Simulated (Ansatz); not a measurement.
## Bi2Te2Se under changes of volume

One of the cells (34.248 Å³/atom); the others are scaled copies at fixed shape and fractional positions:

```
Bi Te Se
1.0
     2.16097    1.24764   10.58557
    -2.16097    1.24764   10.58557
     0.00000   -2.49527   10.58557
Bi Te Se
2 2 1
Cartesian
  0.0000 0.0000 12.4398
  0.0000 0.0000 19.3169
  0.0000 0.0000 24.7831
  0.0000 0.0000 6.9736
  0.0000 0.0000 0.0000
```

The cell is a database's computed one.

* Program: Ansatz 0.2.0
* Functional: LDA
* Potentials or basis: Ansatz PAW
* Cutoff: 420 eV (not typed: the program's choice for these potentials)
* k mesh: 7 × 7 × 7
* Occupations: fermi-dirac, width 0.05 eV
* Spin: spin-orbit coupling, no magnetisation

```tsv
volume (Å³/atom)	energy over the lowest point (meV/atom)	pressure (GPa)	gap on the mesh (eV)	largest force (eV/Å)
32.193	1.20	0.9	0.17	0.501
32.878	0.00	-0.3	0.17	0.318
33.563	3.42	-1.3	0.16	0.150
34.248	?	?	?	?
34.933	22.11	-3.0	0.15	0.149
35.618	36.50	-3.7	0.14	0.282
36.303	53.77	-4.3	0.13	0.405
```

Q: What does the run at 34.248 Å³/atom give?

A: Energy over the lowest point 10.94 meV/atom; pressure -2.2 GPa; gap on the mesh 0.15 eV; largest force 0.068 eV/Å.

Worked out: A Birch-Murnaghan fit of order 3 (a polynomial in V^(-2/3)) to the other rows has its minimum at 32.70 Å³/atom with B0 = V·E''(V) = 53 GPa and B' = 4.7 at fixed shape and positions, which overstates the stiffness. It gives 10.94 meV/atom at 34.248 Å³/atom, against the run's 10.94, and -dE/dV = -2.2 GPa, against -2.2. A straight line through the other rows of the gap, of slope -0.338 eV per unit of ln V, gives 0.15 eV, against the run's 0.15.

Energies are extrapolated to zero smearing.

Caveats: odd divisions of the mesh miss points on the zone boundary, where band edges often lie, so the gap on the mesh can be too wide; the PAW data sets come from PBE, with cores solved anew for the run's functional, which leaves a small shift of forces and pressure.

A mesh can miss the band edges.
